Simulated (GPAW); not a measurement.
Crystal: Fe.

```xyz
1
Lattice="-1.4430 1.4430 1.4430 1.4430 -1.4430 1.4430 1.4430 1.4430 -1.4430" Properties=species:S:1:pos:R:3 pbc="T T T"
Fe    0.0000    0.0000    0.0000
```

| Item | Value |
| --- | --- |
| Program | GPAW 26.7.0 |
| Task | relaxation of cell and atoms |
| Functional | PBEsol |
| Dispersion | D3(BJ) |
| Potentials or basis | PAW data sets generated in the run's folder for this functional |
| Cutoff | 600 eV |
| Basis | pw |
| k mesh | 13 × 13 × 13 |
| Occupations | fermi-dirac, width 0.05 eV |
| Spin | collinear spin, ferromagnetic start |
| Starting moments | [3.0] μB |

At the start: pressure -20.1 GPa; volume 12.02 Å³/atom.

Where does the relaxation end?

Over 4 steps the energy falls by 95.3 meV/atom and the volume is 10.71 Å³/atom (-10.9 %); space group Im-3m (No. 229, to 0.05 Å); moment 2.04 μB per cell.

The path:
| step | energy change (eV) | largest force (eV/Å) | pressure (GPa) | volume (Å³) |
| --- | --- | --- | --- | --- |
| 1 | 0.0000 | 0.0000 | -20.15 | 12.02 |
| 2 | -0.0755 | 0.0000 | -10.93 | 11.26 |
| 3 | -0.0934 | 0.0000 | 3.80 | 10.53 |
| 4 | -0.0953 | 0.0000 | -0.28 | 10.71 |

Final structure:
```
Fe
1.0
    -1.38858    1.38858    1.38858
     1.38858   -1.38858    1.38858
     1.38858    1.38858   -1.38858
Fe
1
Direct
  0.00000 0.00000 0.00000
```

Caveat: each step starts from the last one's moments, so a moment once lost doesn't come back; later steps reuse the first step's grids; pairwise dispersion overbinds metals, which lowers pressure and volume.
